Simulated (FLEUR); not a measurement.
# Sr (Fm-3m) in FLEUR: notebook, part 2 of 2

FLEUR MaX-R8.1 (later development tree). Earlier steps stand in the parts before.

## Step 3: Single point, PBEsol (cell strained at random at fixed volume)

inp.xml reads:

```xml
<?xml version="1.0" encoding="UTF-8" standalone="no"?>
<fleurInput fleurInputVersion="0.39">
   <comment>
      Sr                                                                                                  
   </comment>
   <calculationSetup>
      <cutoffs Kmax="4.1" Gmax="12.7" GmaxXC="12.7" numbands="0"/>
      <scfLoop itmax="60" minDistance="0.00001" maxIterBroyd="15" imix="Anderson" alpha="0.05" precondParam="0.0" spinf="2.0" sdNocoIR="T"/>
      <coreElectrons ctail="T" frcor="F" kcrel="0" coretail_lmax="0"/>
      <xcFunctional name="PBEs" relativisticCorrections="F"/>
      <magnetism jspins="1"/>
      <soc l_soc="F" theta="0.0" phi="0.0" spav="F"/>
      <expertModes spex="0" secvar="F"/>
      <geometryOptimization l_f="T" forcealpha="1.0" forcemix="BFGS" epsdisp="0.0005" epsforce="0.0002"/>
      <ldaU l_linMix="F" mixParam="0.05" spinf="1.0"/>
   </calculationSetup>
   <cell>
      <bzIntegration valenceElectrons="10.0" mode="hist" fermiSmearingEnergy="0.00183747">
         <kPointListSelection listName="default-1"/>
         <!-- k-points included here -->
         <xi:include xmlns:xi="http://www.w3.org/2001/XInclude" href="kpts.xml"> </xi:include>
      </bzIntegration>
      <!-- symmetry operations included here -->
      <xi:include xmlns:xi="http://www.w3.org/2001/XInclude" href="sym.xml"> </xi:include>
      <bulkLattice scale="1.0">
         <bravaisMatrix>
            <row-1>    0.1249127865621846     5.7061735421412934     5.6035255087791462</row-1>
            <row-2>    5.9235978711332713     0.0142220788137396     5.7142162165275918</row-2>
            <row-3>    5.9128736753761659     5.8061400541326345     0.0249462745708446</row-3>
         </bravaisMatrix>
      </bulkLattice>
   </cell>
   <atomSpecies>
      <species name="Strontium (Sr)" element="Sr" atomicNumber="38">
         <mtSphere radius="2.66" gridPoints="879" logIncrement="0.014"/>
         <atomicCutoffs lmax="10" lnonsphr="10"/>
         <electronConfig flipSpins="F">
            <coreConfig>(1s1/2) (2s1/2) (2p1/2) (2p3/2) (3s1/2) (3p1/2) (3p3/2) (3d3/2) (3d5/2)</coreConfig>
            <valenceConfig>(4s1/2) (4p1/2) (4p3/2) (5s1/2)</valenceConfig>
         </electronConfig>
         <energyParameters s="5" p="4" d="4" f="4"/>
         <lo type="SCLO" l="0" n="4" eDeriv="0"/>
         <lo type="HELO" l="1" n="5" eDeriv="0"/>
         <lo type="HELO" l="1" n="5" eDeriv="1"/>
         <lo type="SCLO" l="2" n="4" eDeriv="2"/>
         <lo type="SCLO" l="3" n="4" eDeriv="2"/>
      </species>
   </atomSpecies>
   <atomGroups>
      <atomGroup species="Strontium (Sr)">
         <relPos label="                   1">.0000000000 .0000000000 .0000000000</relPos>
         <force calculate="T" relaxXYZ="TTT"/>
      </atomGroup>
   </atomGroups>
   <output dos="F" band="F" slice="F">
      <checks vchk="F" cdinf="F"/>
      <bandDOS minEnergy="-.5*Htr" maxEnergy="0.5*Htr" sigma="0.015" storeEVData="T"/>
      <vacuumDOS vacdos="F" integ="F" star="F" nstars="0" locx1="0.0" locy1="0.0" locx2="0.0" locy2="0.0" nstm="0" tworkf="0.0"/>
      <unfoldingBand unfoldBand="F" supercellX="1" supercellY="1" supercellZ="1"/>
      <plotting iplot="0" polar="F">
         <plot TwoD="T" vec1="  1.0  0.0  0.0" vec2="  0.0  1.0  0.0" vec3="  0.0  0.0  1.0" zero="  0.0  0.0  0.0" file="plot"/>
      </plotting>
      <chargeDensitySlicing numkpt="0" minEigenval="0.0" maxEigenval="0.0" nnne="0" pallst="F"/>
      <specialOutput eonly="F"/>
      <moessbauerParams electricFieldGradient="T" isomerShift="T" coreHyperfine="T" valenceHyperfine="T"/>
      <magneticCircularDichroism mcd="F" energyLo="-10.0" energyUp="0.0"/>
   </output>
  <!-- We include the file relax.xml here to enable relaxations (see documentation) -->
  <xi:include xmlns:xi="http://www.w3.org/2001/XInclude" href="relax.xml"> <xi:fallback/> </xi:include>
</fleurInput>
```

crystal.txt reads:

```
Sr
&input cartesian=F /
0.0661010000  3.0195770000  2.9652580000
3.1346330000  0.0075260000  3.0238330000
3.1289580000  3.0724770000  0.0132010000
1.8897261246
1.0 1.0 1.0

1
38 -0.0100020000  -0.0043330000  0.0149740000

&kpt div1=8 div2=8 div3=8 gamma=T /
```

Potentials or basis: all-electron, FLAPW.

The run is started by

```sh
inpgen -f crystal.txt -profile fastHighL
# inp.xml edited to the form shown
fleur_MPI
```

The log of the run:

```text
Welcome to FLEUR        (www.flapw.de)
      MaX-Release 8.1          (www.max-centre.eu)

 ========== k-point set info ==========
 Selected k-point list: default-1
 k-point list type: mesh
 8 x 8 x 8
 Number of k points: 260

 ------------Calculation Setup---------------------------
 Number of MPI-tasks      :            1
 Number of PE/node        :            1
 Number of OMP-threads    :            1
 Most efficient MPI parallelization for:
           1           2           4           5          10          13          20          26          52          65         130         260
 Additional eigenvalue parallelization possible
 Number of basis functions:          488
 Approximate size of matrices (H+S) per k-point:         0.004 GB
 --------------------------------------------------------
 Iteration:     1   Distance:       1.44601594 me/bohr^3
 Iteration:     2   Distance:       1.37297444 me/bohr^3
 Iteration:     3   Distance:       0.21143235 me/bohr^3
 Iteration:     4   Distance:       0.16112331 me/bohr^3
 Iteration:     5   Distance:       0.03132757 me/bohr^3
 Iteration:     6   Distance:       0.00530157 me/bohr^3
 Iteration:     7   Distance:       0.00402851 me/bohr^3
 Iteration:     8   Distance:       0.00040783 me/bohr^3
 Iteration:     9   Distance:       0.00004867 me/bohr^3
 Iteration:    10   Distance:       0.00004823 me/bohr^3
 Iteration:    11   Distance:       0.00000677 me/bohr^3

 ********************************************************************
 Run finished successfully
 Stop message:
   Structural relaxation: Done
 ********************************************************************
```

out.xml (last iteration):

```text
<iteration numberForCurrentRun="   12" overallNumber="   12">
         <energyParameters units="Htr">
            <atomicEP atomType="1" spin="1" branch="5s" branchLowest="-1.13" branchHighest="2.18" value="0.1082272467"/>
            <atomicEP atomType="1" spin="1" branch="4p" branchLowest="-9.09" branchHighest="-0.39" value="-0.5257112931"/>
            <atomicEP atomType="1" spin="1" branch="4d" branchLowest="-4.40" branchHighest="0.79" value="0.2121911438"/>
            <atomicEP atomType="1" spin="1" branch="4f" branchLowest="-9.99" branchHighest="1.95" value="0.4443540634"/>
            <loAtomicEP atomType="1" spin="1" branch="4s" branchLowest="-11.94" branchHighest="-1.13" value="-1.1987642416"/>
            <heloAtomicEP atomType="1" spin="1" branch="5p" branchLowest="1.77" branchHighest="1.77" value="1.7726139796"/>
            <heloAtomicEP atomType="1" spin="1" branch="5p" branchLowest="1.77" branchHighest="1.77" value="1.7726139796"/>
            <loAtomicEP atomType="1" spin="1" branch="4d" branchLowest="-4.40" branchHighest="0.79" value="0.2116999196"/>
            <loAtomicEP atomType="1" spin="1" branch="4f" branchLowest="-9.99" branchHighest="1.95" value="0.4443559878"/>
         </energyParameters>
         <eigenvalues>
            <eigenvaluesAt spin="1" ikpt="1" k_x="0.00000000" k_y="0.00000000" k_z="0.00000000">
                      -1.1985507485       -0.5335859020       -0.5335068481       -0.5333991354        0.0123980022
                       0.2248069706        0.2294086605        0.2370127102        0.2784807911
            </eigenvaluesAt>
            <eigenvaluesAt spin="1" ikpt="2" k_x="0.00000000" k_y="0.00000000" k_z="0.12500000">
                      -1.1984843701       -0.5345073223       -0.5337004463       -0.5335452173        0.0212985351
                       0.2159124424        0.2299867498        0.2396594112        0.2746045315
            </eigenvaluesAt>
            <eigenvaluesAt spin="1" ikpt="3" k_x="0.00000000" k_y="0.00000000" k_z="0.25000000">
                      -1.1983239490       -0.5368859200       -0.5340673633       -0.5338076290        0.0460951173
                       0.1905764376        0.2304448439        0.2416986987        0.2797212212
            </eigenvaluesAt>
            <eigenvaluesAt spin="1" ikpt="4" k_x="0.00000000" k_y="0.00000000" k_z="0.37500000">
[... 31 lines left out ...]
               <shell n="1" l="0" isomerShift="54384.47930"/>
               <shell n="2" l="0" isomerShift="5779.86572"/>
               <shell n="2" l="1" isomerShift="74.76579"/>
               <shell n="3" l="0" isomerShift="975.21915"/>
               <shell n="3" l="1" isomerShift="13.06674"/>
               <shell n="3" l="2" isomerShift="0.00000"/>
            </coreIsomerShift>
            <isomerShift atomType="1" nucleusRadius="0.0001049" averageDensity="61371.04038"/>
            <electricFieldGradient atomType="1" VXX="-0.01546" VYY="-0.03036" VZZ="0.04581" asymParam="0.32524">
            </electricFieldGradient>
         </moessbauerParams>
         <totalEnergy                                    value="    -3177.9404533994" units="Htr">
            <sumOfEigenvalues                            value="    -1875.8931400386">
               <coreElectrons value="-1870.4785677461"/>
               <valenceElectrons value="-5.4145722925"/>
            </sumOfEigenvalues>
            <densityCoulombPotentialIntegral value="-5013.4518737673"/>
            <densityEffectivePotentialIntegral value="-5148.9958487198"/>
            <chargeDenXCDenIntegral value="-103.2374458752"/>
            <FockExchangeEnergyValence value="0.0000000000"/>
            <FockExchangeEnergyCore value="0.0000000000"/>
            <atomTypeDependentContributions atomType="1">
               <electronNucleiInteractionDifferentMTs value="3826.0273064016"/>
               <MadelungTerm value="-15.0524729201"/>
            </atomTypeDependentContributions>
            <tkbTimesEntropy value="0.0003300114"/>
            <freeEnergy value="-3177.9407834108"/>
            <extrapolationTo0K value="-3177.9406184051"/>
         </totalEnergy>
         <totalForcesOnRepresentativeAtoms units="Htr/bohr">
            <forceTotal atomType="1" x="0.000000" y="0.000000" z="0.000000" F_x="0.00000000" F_y="0.00000000" F_z="0.00000000"/>
         </totalForcesOnRepresentativeAtoms>
      </iteration>
```

Wall time 3.3 min (1 thread of Intel Xeon 6975P-C (Granite Rapids), shared host); peak memory 0.11 GiB.

Results:

```
Free energy                                           : -86476.1741 eV
Band gap on the k mesh                                : none (metal or under the smearing width)
Valence electrons inside the program's atomic spheres : Sr 7.97 (radii Sr 2.66 bohr)
```

Levels at points of the mesh, in eV from the Fermi level:
```
           k point  band 1  band 2  band 3  band 4  band 5  band 6  band 7  band 8  band 9
(0.00, 0.00, 0.00)  -36.55  -18.45  -18.45  -18.45   -3.60    2.18    2.31    2.52    3.65
(0.00, 0.00, 0.50)  -36.53  -18.63  -18.48  -18.47   -1.11    0.05    2.04    2.36    4.66
(0.00, 0.50, 0.00)  -36.54  -18.63  -18.48  -18.47   -1.13    0.03    2.00    2.42    4.72
(0.00, 0.50, 0.50)  -36.53  -18.62  -18.51  -18.51   -0.64    0.43    0.87    4.79    5.03
(0.50, 0.00, 0.00)  -36.53  -18.64  -18.49  -18.48   -1.01    0.18    2.01    2.24    4.78
(0.50, 0.00, 0.50)  -36.53  -18.62  -18.52  -18.51   -0.59    0.39    1.02    4.74    4.98
(0.50, 0.50, 0.00)  -36.53  -18.62  -18.53  -18.52   -0.54    0.34    1.17    4.76    4.87
(0.50, 0.50, 0.50)  -36.54  -18.63  -18.48  -18.47   -1.14    0.02    2.15    2.28    4.65
```

Core levels (eV from the Fermi level):
```tsv
atom	levels
1 Sr	1s1/2 -15915.6, 2s1/2 -2151.1, 2p1/2 -1957.6, 2p3/2 -1889.3, 3s1/2 -328.8, 3p1/2 -258.5, 3p3/2 -248.1, 3d3/2 -124.7, 3d5/2 -122.9
```
